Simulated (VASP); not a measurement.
Runs of VASP 6.6.1 on Ni3Ge. The structure is cubic, space group Pm-3m (No. 221). Conventional cell: a = 3.530 Å, b = 3.530 Å, c = 3.530 Å, α = 90.00°, β = 90.00°, γ = 90.00°. Ge (site symmetry m-3m) is surrounded by 12 Ni at 2.50 Å. Ni (site symmetry 4/mmm) has 4 Ge at 2.50 Å and 8 Ni at 2.50 Å as nearest neighbours. The cell comes from a database or a generator and needn't be the stable form of this composition.

```csv
task,level,potentials or basis,spin,U,cutoff (eV),smearing,k mesh for the DOS,occupations for the DOS,LDAUTYPE,hund's J,other keys,gap on the mesh (eV),pressure (GPa),moment (μB)
single point,r2SCAN+U,"VASP PAW PBE potentials, release 54 (Ge_d, Ni)","collinear, zero start",Ni d U = 3.5 eV,520,methfessel-paxton 0.2 eV,-,-,-,-,-,none,-7.1,0.00
density of states,PBEsol+D3+U,"VASP PAW PBE potentials, release 64 (Ge_h, Ni)","collinear, zero start",Ni d U = 5 eV,900,methfessel-paxton 0.1 eV,12 × 12 × 12,tetrahedron,-,-,-,-,-,0.00
single point,LDA,"VASP PAW LDA potentials, release 64 (Ge, Ni)","collinear, ferromagnetic start",-,500,gaussian 0.05 eV,-,-,-,-,-,none,(a),0.00
band structure,LDA+U,"VASP PAW LDA potentials, release 64 (Ge_d, Ni)","collinear, ferromagnetic start","Ni d U = 4 eV, J = 0.5 eV",520,methfessel-paxton 0.1 eV,-,-,2,0.5,LREAL = Auto,-,-,0.00
```

Alike in all rows: cell as given; k mesh 8 × 8 × 8.

Problem. Fill in the values left out.

Solution. (a) -6.7.

Caveats: the U is typed as a test and isn't derived for this compound (some runs); the PAW data sets were made with another functional, which shifts forces and pressure a little (some runs); pairwise dispersion overbinds metals, which lowers pressure and volume (some runs); tetrahedron occupations give inexact forces and stress in metals (some runs).

A k mesh can miss the band edges, and the runs leave out spin-orbit coupling on Ge.

A gap of «none» marks a metal or a gap under the smearing width.

The runs don't all hold the same shells in valence.

Runs at the PBE level aren't shown here.
